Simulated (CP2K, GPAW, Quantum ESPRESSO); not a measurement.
# One calculation of BaTiO3, 3 ways

```
Ba Ti O
1.0
     4.00600    0.00000    0.00000
     0.00000    4.00600    0.00000
     0.00000    0.00000    4.00600
Ba Ti O
1 1 3
Cartesian
  2.0030 2.0030 2.0030
  0.0000 0.0000 0.0000
  0.0000 0.0000 2.0030
  0.0000 2.0030 0.0000
  2.0030 0.0000 0.0000
```

Alike in all runs: task equation of state; functional LDA; k mesh 7 × 7 × 7; occupations fermi-dirac, width 0.05 eV; no spin polarisation; no spin-orbit coupling. LDA stands for any of its common fits.

```csv
program and potentials,plane-wave cutoff (eV),notes,equilibrium volume (Å³/atom),bulk modulus (GPa)
"GPAW, the program's PAW data sets (release 1.2.1) made for this functional",800,-,12.31,194.4
"Quantum ESPRESSO, GBRV 1.5 LDA",612,-,12.29,195.9
"CP2K, GTH_POTENTIALS Ba GTH-PADE-q10, Ti GTH-PADE-q12, O GTH-PADE-q6; TZVP-MOLOPT-PBE-GTH basis",-,atomic basis,12.27,192.9
```

The equilibrium volume spans 12.27 (CP2K, GTH_POTENTIALS Ba GTH-PADE-q10, Ti GTH-PADE-q12, O GTH-PADE-q6; TZVP-MOLOPT-PBE-GTH basis) to 12.31 Å³/atom (GPAW, the program's PAW data sets (release 1.2.1) made for this functional). The bulk modulus spans 192.9 (CP2K, GTH_POTENTIALS Ba GTH-PADE-q10, Ti GTH-PADE-q12, O GTH-PADE-q6; TZVP-MOLOPT-PBE-GTH basis) to 195.9 GPa (Quantum ESPRESSO, GBRV 1.5 LDA). Rows in atomic bases carry the error of their basis and grid, which can be large.

The functional is the same throughout but for its coding, so the spread measures potentials, basis and numerics; runs on potential files found faulty are left out.
